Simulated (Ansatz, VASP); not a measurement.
## One calculation of CaSe, two programs

File POSCAR:

```
CaSe
1.0
    0.0000000000      3.3000000000      3.3000000000
    3.3000000000      0.0000000000      3.3000000000
    3.3000000000      3.3000000000      0.0000000000
Ca Se
1 1
Direct
    0.0000000000      0.0000000000      0.0000000000
    0.7500000000      0.7500000000      0.7500000000
```

Contents of INCAR.step1:

```
SYSTEM = CaSe
  PREC = Accurate
  ENCUT = 520
  ISMEAR = 0
  SIGMA = 0.1
  LREAL = .False.
  LASPH = .True.
  NELM = 60
  NBANDS = 15
  GGA = PE
  ALGO = Normal
  EDIFF = 1E-4
  LWAVE = .True.
  LCHARG = .False.
```

The input INCAR.step2:

```
SYSTEM = CaSe
  PREC = Accurate
  ENCUT = 520
  EDIFF = 1E-6
  ISMEAR = 0
  SIGMA = 0.1
  LREAL = .False.
  LASPH = .True.
  NELM = 60
  ALGO = Normal
  ISIF = 2
  LWAVE = .False.
  LCHARG = .False.
  METAGGA = R2SCAN
  LMIXTAU = .True.
  NBANDS = 15
  ISTART = 1
```

KPOINTS

```
Automatic mesh
0
Gamma
  4 4 4
  0 0 0
```

Input for Ansatz:

```yaml
crystal:
  lattice:
    - [0.0, 3.3, 3.3]
    - [3.3, 0.0, 3.3]
    - [3.3, 3.3, 0.0]
  atoms:
    - { symbol: Ca, position: [0.0, 0.0, 0.0] }
    - { symbol: Se, position: [0.75, 0.75, 0.75] }
basis:
  ecutwfc: 500
kpoints:
  mp_grid: { grid: [4, 4, 4] }
hamiltonian:
  xc: r2scan
scf:
  occupations: { method: gaussian, width: 0.1 }
output:
  forces: true
  stress: true
  eigenvalues: true
```

Alike in both runs: task single point; functional r2SCAN; k mesh 4 × 4 × 4; occupations gaussian, width 0.1 eV; no spin polarisation.

|  | VASP | Ansatz |
| --- | --- | --- |
| version | VASP 6.6.1 | Ansatz 0.2.0 |
| potentials or method | VASP PAW PBE potentials, release 64 (Ca_sv, Se) | scalar-relativistic, plane waves, PAW |
| plane-wave cutoff (eV) | 520 | 500 |
| valence electrons in the cell | 16 | 26 |

VASP gave:

- gap on the k mesh at the Fermi level (eV): 3.62
- least direct gap on the mesh (eV): 3.71
- pressure (GPa): -0.5

Task: Estimate Ansatz's values.

Result: gap on the k mesh at the Fermi level (eV): 3.64; least direct gap on the mesh (eV): 3.72; pressure (GPa): -0.6.

With one functional, cell and mesh, what is left measures potentials, basis and numerics. The two sets of potentials don't hold the same shells in valence.

Caveats: the PAW data sets were made with another functional, which shifts forces and pressure a little (VASP). A k mesh can miss the band edges. r2SCAN opens gaps a little over a GGA but as a rule still falls short of measured ones.
